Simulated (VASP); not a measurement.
# HfO2 (P2_1/c) in VASP: phonons with LDA

Aim: the phonons of HfO2 with LDA.

Program: VASP 6.6.1. These are calculated values, not measurements. Logs are shortened: lines on timing, memory, paths and dates and some standing lists are left out, and cuts for length are marked.

**1. Starting point**

Symmetry: P2_1/c, No. 14, monoclinic system. The conventional cell has a = 5.031 Å, b = 5.122 Å, c = 5.194 Å, α = 90.00°, β = 99.59°, γ = 90.00°. Hf (site symmetry 1) is surrounded by 7 O at 2.02 to 2.19 Å. O (site symmetry 1) has 4 Hf at 2.11 to 2.19 Å as nearest neighbours. O (site symmetry 1) is surrounded by 3 Hf at 2.02 to 2.11 Å.

The cell was built by a generator and isn't the measured one.

**2. Phonons, LDA**

Contents of POSCAR:

```
HfO2
1.0
    5.0310219119      0.0000000000      0.0001015241
    0.0000000000      5.1217646734      0.0000000000
   -0.8652674855      0.0000000000      5.1210398062
  Hf              O
     4     8
Direct
     0.2778728247985568    0.4574716019934694    0.7080250288395814
     0.7221271752014429    0.9574716019934691    0.7919749711604186
     0.7221271752014429    0.5425283980065309    0.2919749711604189
     0.2778728247985569    0.0425283980065306    0.2080250288395812
     0.4461359703531746    0.7415677664285493    0.9817725499885540
     0.5538640296468250    0.2415677664285494    0.5182274500114460
     0.5538640296468250    0.2584322335714507    0.0182274500114461
     0.4461359703531746    0.7584322335714507    0.4817725499885540
     0.0729287149096469    0.3408573088835275    0.3377498169696611
     0.9270712850903532    0.8408573088835276    0.1622501830303389
     0.9270712850903532    0.6591426911164724    0.6622501830303389
     0.0729287149096469    0.1591426911164725    0.8377498169696611
```

Contents of INCAR.step1:

```
SYSTEM = HfO2
  PREC = Accurate
  ENCUT = 600
  EDIFF = 1E-8
  ISMEAR = -1
  SIGMA = 0.05
  LREAL = .False.
  LASPH = .True.
  NELM = 60
  ALGO = Normal
  ISIF = 3
  LWAVE = .False.
  LCHARG = .False.
  KPAR = 8
  IBRION = 2
  NSW = 40
  EDIFFG = -0.002
```

Contents of INCAR.step2:

```
SYSTEM = HfO2
  PREC = Accurate
  ENCUT = 600
  EDIFF = 1E-8
  ISMEAR = -1
  SIGMA = 0.05
  LREAL = .False.
  LASPH = .True.
  NELM = 60
  ALGO = Normal
  ISIF = 2
  LWAVE = .False.
  LCHARG = .False.
  KPAR = 8
  IBRION = 8
  NSW = 1
  LEPSILON = .True.
```

Contents of KPOINTS:

```
regular mesh
0
Gamma
  4 4 4
  0 0 0
```

Potentials or basis: VASP PAW LDA potentials, release 64 (Hf_pv, O).

On the command line:

```
cat potpaw_LDA.64/Hf_pv/POTCAR potpaw_LDA.64/O/POTCAR > POTCAR
cp INCAR.step1 INCAR
mpirun -np 8 vasp_std > vasp.out
cp CONTCAR POSCAR
cp INCAR.step2 INCAR
mpirun -np 8 vasp_std > vasp.out
```

OUTCAR:

```text
SYSTEM = HfO2
   PREC = Accurate
   ENCUT = 600
   EDIFF = 1E-8
   ISMEAR = -1
   LREAL = .False.
   LASPH = .True.
   NELM = 60
   ISIF = 2
   IBRION = 8
   NSW = 1
   LEPSILON = .True.

 ion  position               nearest neighbor table
   1  0.278  0.457  0.708-  12 2.02  11 2.02   5 2.11   9 2.11   6 2.14   8 2.19   7 2.19   3 3.27
                             4 3.36   4 3.36   2 3.38   2 3.38   3 3.38   3 3.48   2 3.87   2 3.87
   2  0.722  0.957  0.792-  11 2.02  12 2.02   6 2.11  10 2.11   5 2.14   7 2.19   8 2.19   4 3.27
                             3 3.36   3 3.36   1 3.38   1 3.38   4 3.38   4 3.48   1 3.87   1 3.87
   3  0.722  0.543  0.292-  10 2.02   9 2.02   7 2.11  11 2.11   8 2.14   6 2.19   5 2.19   1 3.27
                             2 3.36   2 3.36   4 3.38   4 3.38   1 3.38   1 3.48   4 3.87   4 3.87
   4  0.278  0.043  0.208-   9 2.02  10 2.02   8 2.11  12 2.11   7 2.14   5 2.19   6 2.19   2 3.27
                             1 3.36   1 3.36   3 3.38   3 3.38   2 3.38   2 3.48   3 3.87   3 3.87
   5  0.446  0.741  0.982-   1 2.11   2 2.14   4 2.19   3 2.19
   6  0.554  0.241  0.518-   2 2.11   1 2.14   3 2.19   4 2.19
   7  0.554  0.259  0.018-   3 2.11   4 2.14   2 2.19   1 2.19
   8  0.446  0.759  0.482-   4 2.11   3 2.14   1 2.19   2 2.19
   9  0.073  0.341  0.337-   4 2.02   3 2.02   1 2.11
  10  0.927  0.841  0.163-   3 2.02   4 2.02   2 2.11
  11  0.927  0.659  0.663-   2 2.02   1 2.02   3 2.11
  12  0.073  0.159  0.837-   1 2.02   2 2.02   4 2.11
[... 1737 lines left out ...]
  5X     0.892945    0.503969    0.266185    1.730002    0.831057   -1.358015    1.006492   -0.467157    0.401673    0.033732   -0.130908   -0.295513  -11.656787   -1.278202   -0.356602   -0.754053    0.258251   -0.179379   -0.660595   -0.024163    0.148186   -0.634786   -0.092943   -1.347679    1.417397   -0.729967    0.169055    4.924927    1.248652    1.324562    1.867717   -0.238577    0.508507    1.833009    0.119987    0.719018
  5Y     0.105332    2.822417    1.463348    0.843423    1.562555   -1.204218   -0.224146    1.896351   -0.602868    0.105026   -0.215449    0.485370   -1.277997  -14.730819   -2.233439   -0.257588    0.567092    0.109104   -0.026414    6.803996    0.040653    0.087883   -1.154334    0.204035   -0.793068    1.822444    1.597144    0.700805   -0.546066    0.487985    0.346304   -0.746620   -0.121240    0.390440    1.918434   -0.225875
  5Z     0.715717    2.141124    1.848439   -1.033801   -0.611378    2.903789   -0.019216   -0.153012    1.557951   -0.115177   -0.348087    1.579891   -0.357263   -2.238380  -15.171982   -0.179335   -0.104214    0.741006    0.146962    0.045856   -1.309316   -1.346128   -0.211997    6.634133    0.339195    0.643072    1.269812    1.457614    0.704237   -0.189468    0.595518    0.362353    1.098804   -0.204086   -0.229573   -0.963058
  6X     1.730002   -0.831057   -1.358015    0.892945   -0.503969    0.266185    0.033732    0.130908   -0.295513    1.006492    0.467157    0.401673   -0.754053   -0.258251   -0.179379  -11.656787    1.278202   -0.356602   -0.634786    0.092943   -1.347679   -0.660595    0.024163    0.148186    4.924927   -1.248652    1.324562    1.417397    0.729967    0.169055    1.833009   -0.119987    0.719018    1.867717    0.238577    0.508507
  6Y    -0.843423    1.562555    1.204218   -0.105332    2.822417   -1.463348   -0.105026   -0.215449   -0.485370    0.224146    1.896351    0.602868    0.257588    0.567092   -0.109104    1.277997  -14.730819    2.233439   -0.087883   -1.154334   -0.204035    0.026414    6.803996   -0.040653   -0.700805   -0.546066   -0.487985    0.793068    1.822444   -1.597144   -0.390440    1.918434    0.225875   -0.346304   -0.746620    0.121240
[... 5 lines left out ...]
  8Y    -0.105026   -0.215449   -0.485370    0.224146    1.896351    0.602868   -0.843423    1.562555    1.204218   -0.105332    2.822417   -1.463348   -0.087883   -1.154334   -0.204035    0.026414    6.803996   -0.040653    0.257588    0.567092   -0.109104    1.277997  -14.730819    2.233439   -0.390440    1.918434    0.225875   -0.346304   -0.746620    0.121240   -0.700805   -0.546066   -0.487985    0.793068    1.822444   -1.597144
  8Z    -0.115177    0.348087    1.579891   -0.019216    0.153012    1.557951   -1.033801    0.611378    2.903789    0.715717   -2.141124    1.848439   -1.346128    0.211997    6.634133    0.146962   -0.045856   -1.309316   -0.179335    0.104214    0.741006   -0.357263    2.238380  -15.171982   -0.204086    0.229573   -0.963058    0.595518   -0.362353    1.098804    1.457614   -0.704237   -0.189468    0.339195   -0.643072    1.269812
  9X     1.755914   -0.578553    1.455688   -0.497318    0.709217   -0.408298    4.245182   -2.842441    0.481253    3.544368   -2.555340   -0.788563    1.413026   -0.789266    0.337742    4.923995   -0.705373    1.454598    1.865666    0.344551    0.599175    1.831251   -0.389296   -0.202540  -18.030524    9.380801   -1.372451   -0.975539   -1.132501    0.697556    0.351695   -1.331927   -1.622596   -0.427717   -0.109872   -0.631564
  9Y    -0.562516    2.494279    0.429685   -0.016021   -0.933871   -0.202043   -2.939839    1.955010    0.083853   -3.440125    3.540951    1.189371   -0.728078    1.827148    0.641232   -1.247970   -0.548558   -0.706490   -0.235777   -0.747809    0.363135   -0.122044    1.920473    0.230142    9.382646  -14.869378   -4.296777    1.131565    4.084689    0.033295   -1.332539    1.538801    2.057185    0.110699   -0.261735    0.177413
  9Z     0.870162    0.363333    3.038137    0.081847   -0.271341   -0.887701    0.160943   -0.172820    2.383312   -0.903638    1.331229    1.334533    0.166103    1.593858    1.270573    1.324040   -0.487718   -0.188685    0.511382   -0.121323    1.095449    0.720693    0.223848   -0.966732   -1.372625   -4.297666  -12.529821    0.693917   -0.038786    0.424454   -1.620367    2.057243    1.144127   -0.632456   -0.179857    3.882354
 10X    -0.497318   -0.709217   -0.408298    1.755914    0.578553    1.455688    3.544368    2.555340   -0.788563    4.245182    2.842441    0.481253    4.923995    0.705373    1.454598    1.413026    0.789266    0.337742    1.831251    0.389296   -0.202540    1.865666   -0.344551    0.599175   -0.975539    1.132501    0.697556  -18.030524   -9.380801   -1.372451   -0.427717    0.109872   -0.631564    0.351695    1.331927   -1.622596
 10Y     0.016021   -0.933871    0.202043    0.562516    2.494279   -0.429685    3.440125    3.540951   -1.189371    2.939839    1.955010   -0.083853    1.247970   -0.548558    0.706490    0.728078    1.827148   -0.641232    0.122044    1.920473   -0.230142    0.235777   -0.747809   -0.363135   -1.131565    4.084689   -0.033295   -9.382646  -14.869378    4.296777   -0.110699   -0.261735   -0.177413    1.332539    1.538801   -2.057185
 10Z     0.081847    0.271341   -0.887701    0.870162   -0.363333    3.038137   -0.903638   -1.331229    1.334533    0.160943    0.172820    2.383312    1.324040    0.487718   -0.188685    0.166103   -1.593858    1.270573    0.720693   -0.223848   -0.966732    0.511382    0.121323    1.095449    0.693917    0.038786    0.424454   -1.372625    4.297666  -12.529821   -0.632456    0.179857    3.882354   -1.620367   -2.057243    1.144127
 11X     4.245182   -2.842441    0.481253    3.544368   -2.555340   -0.788563    1.755914   -0.578553    1.455688   -0.497318    0.709217   -0.408298    1.865666    0.344551    0.599175    1.831251   -0.389296   -0.202540    1.413026   -0.789266    0.337742    4.923995   -0.705373    1.454598    0.351695   -1.331927   -1.622596   -0.427717   -0.109872   -0.631564  -18.030524    9.380801   -1.372451   -0.975539   -1.132501    0.697556
 11Y    -2.939839    1.955010    0.083853   -3.440125    3.540951    1.189371   -0.562516    2.494279    0.429685   -0.016021   -0.933871   -0.202043   -0.235777   -0.747809    0.363135   -0.122044    1.920473    0.230142   -0.728078    1.827148    0.641232   -1.247970   -0.548558   -0.706490   -1.332539    1.538801    2.057185    0.110699   -0.261735    0.177413    9.382646  -14.869378   -4.296777    1.131565    4.084689    0.033295
 11Z     0.160943   -0.172820    2.383312   -0.903638    1.331229    1.334533    0.870162    0.363333    3.038137    0.081847   -0.271341   -0.887701    0.511382   -0.121323    1.095449    0.720693    0.223848   -0.966732    0.166103    1.593858    1.270573    1.324040   -0.487718   -0.188685   -1.620367    2.057243    1.144127   -0.632456   -0.179857    3.882354   -1.372625   -4.297666  -12.529821    0.693917   -0.038786    0.424454
 12X     3.544368    2.555340   -0.788563    4.245182    2.842441    0.481253   -0.497318   -0.709217   -0.408298    1.755914    0.578553    1.455688    1.831251    0.389296   -0.202540    1.865666   -0.344551    0.599175    4.923995    0.705373    1.454598    1.413026    0.789266    0.337742   -0.427717    0.109872   -0.631564    0.351695    1.331927   -1.622596   -0.975539    1.132501    0.697556  -18.030524   -9.380801   -1.372451
 12Y     3.440125    3.540951   -1.189371    2.939839    1.955010   -0.083853    0.016021   -0.933871    0.202043    0.562516    2.494279   -0.429685    0.122044    1.920473   -0.230142    0.235777   -0.747809   -0.363135    1.247970   -0.548558    0.706490    0.728078    1.827148   -0.641232   -0.110699   -0.261735   -0.177413    1.332539    1.538801   -2.057185   -1.131565    4.084689   -0.033295   -9.382646  -14.869378    4.296777
 12Z    -0.903638   -1.331229    1.334533    0.160943    0.172820    2.383312    0.081847    0.271341   -0.887701    0.870162   -0.363333    3.038137    0.720693   -0.223848   -0.966732    0.511382    0.121323    1.095449    1.324040    0.487718   -0.188685    0.166103   -1.593858    1.270573   -0.632456    0.179857    3.882354   -1.620367   -2.057243    1.144127    0.693917    0.038786    0.424454   -1.372625    4.297666  -12.529821

 Eigenvectors and eigenvalues of the dynamical matrix
   1 f  =   23.483412 THz   147.550630 2PiTHz  783.322313 cm-1    97.119545 meV
   2 f  =   22.415748 THz   140.842297 2PiTHz  747.708862 cm-1    92.704042 meV
   3 f  =   20.380183 THz   128.052464 2PiTHz  679.809719 cm-1    84.285625 meV
   4 f  =   20.007550 THz   125.711141 2PiTHz  667.380017 cm-1    82.744539 meV
   5 f  =   19.292755 THz   121.219953 2PiTHz  643.537027 cm-1    79.788386 meV
   6 f  =   18.604331 THz   116.894461 2PiTHz  620.573692 cm-1    76.941297 meV
[... 25 lines left out ...]
  32 f  =    4.062392 THz    25.524764 2PiTHz  135.506823 cm-1    16.800697 meV
  33 f  =    3.814161 THz    23.965081 2PiTHz  127.226720 cm-1    15.774096 meV
  34 f/i=    0.003846 THz     0.024167 2PiTHz    0.128297 cm-1     0.015907 meV
  35 f/i=    0.004037 THz     0.025367 2PiTHz    0.134670 cm-1     0.016697 meV
  36 f/i=    0.004284 THz     0.026916 2PiTHz    0.142893 cm-1     0.017716 meV

 MACROSCOPIC STATIC DIELECTRIC TENSOR IONIC CONTRIBUTION
 ------------------------------------------------------
          14.158064     0.000000     1.028629
           0.000000    12.447237    -0.000000
           1.028629    -0.000000     9.512740
 ------------------------------------------------------

 ELASTIC MODULI CONTR FROM IONIC RELAXATION (kBar)
 Direction    XX          YY          ZZ          XY          YZ          ZX
 --------------------------------------------------------------------------------
 XX       -1257.6302    -82.0641   -657.5803     -0.0000      0.0000     12.1095
 YY         -82.0641   -133.1710     -0.2556      0.0000     -0.0000    -29.7869
 ZZ        -657.5803     -0.2556  -1692.5718     -0.0000      0.0000    151.2881
 XY          -0.0000     -0.0000     -0.0000   -438.2992    102.7621      0.0000
 YZ           0.0000     -0.0000      0.0000    102.7621   -235.8613     -0.0000
 ZX          12.1095    -29.7869    151.2881      0.0000     -0.0000   -283.8518
 --------------------------------------------------------------------------------

 PIEZOELECTRIC TENSOR IONIC CONTR  for field in x, y, z        (C/m^2)
          XX          YY          ZZ          XY          YZ          ZX
  --------------------------------------------------------------------------------
  x    -0.00000     0.00000    -0.00000    -0.00000     0.00000     0.00000
  y     0.00000     0.00000     0.00000     0.00000    -0.00000     0.00000
  z    -0.00000     0.00000    -0.00000     0.00000    -0.00000     0.00000
```

Wall time 22 min (8 MPI ranks of Intel Xeon 6975P-C (Granite Rapids), shared host); peak memory 0.93 GiB.

What came out:

```yaml
Electronic_dielectric_tensor_diagonal: 5.01, 5.05, 4.71
Born_charges_mean_of_the_diagonal: Hf +5.14; O -2.55, -2.59 e
Highest_phonon_frequency_at_Γ_LO-TO_splitting_left_out: 783 cm⁻¹
```

Phonon frequencies in cm⁻¹ (negative: imaginary):
| q point | frequencies |
| --- | --- |
| (0.000, 0.000, 0.000) | 0 0 0 127 136 138 139 151 171 186 242 247 258 259 261 328 336 349 351 368 397 412 412 418 501 508 519 525 561 581 621 644 667 680 748 783 |

Electronic dielectric tensor:
```
5.01 0.00 0.14
0.00 5.05 0.00
0.14 0.00 4.71
```

Born effective charge tensors (e):
atom 1, Hf
```
 5.33  0.40  0.23
 0.13  5.33 -0.16
 0.24 -0.36  4.76
```
atom 2, Hf
```
 5.33 -0.40  0.23
-0.13  5.33  0.16
 0.24  0.36  4.76
```
atom 3, Hf
```
 5.33  0.40  0.23
 0.13  5.33 -0.16
 0.24 -0.36  4.76
```
atom 4, Hf
```
 5.33 -0.40  0.23
-0.13  5.33  0.16
 0.24  0.36  4.76
```
atom 5, O
```
-2.38 -0.09  0.00
-0.16 -2.74 -0.35
-0.05 -0.42 -2.53
```
atom 6, O
```
-2.38  0.09  0.00
 0.16 -2.74  0.35
-0.05  0.42 -2.53
```
atom 7, O
```
-2.38 -0.09  0.00
-0.16 -2.74 -0.35
-0.05 -0.42 -2.53
```
atom 8, O
```
-2.38  0.09  0.00
 0.16 -2.74  0.35
-0.05  0.42 -2.53
```
atom 9, O
```
-2.95  1.04 -0.22
 1.29 -2.59 -0.64
-0.19 -0.64 -2.23
```
atom 10, O
```
-2.95 -1.04 -0.22
-1.29 -2.59  0.64
-0.19  0.64 -2.23
```
atom 11, O
```
-2.95  1.04 -0.22
 1.29 -2.59 -0.64
-0.19 -0.64 -2.23
```
atom 12, O
```
-2.95 -1.04 -0.22
-1.29 -2.59  0.64
-0.19  0.64 -2.23
```

The run has no spin-orbit coupling, so splittings on Hf are missing.
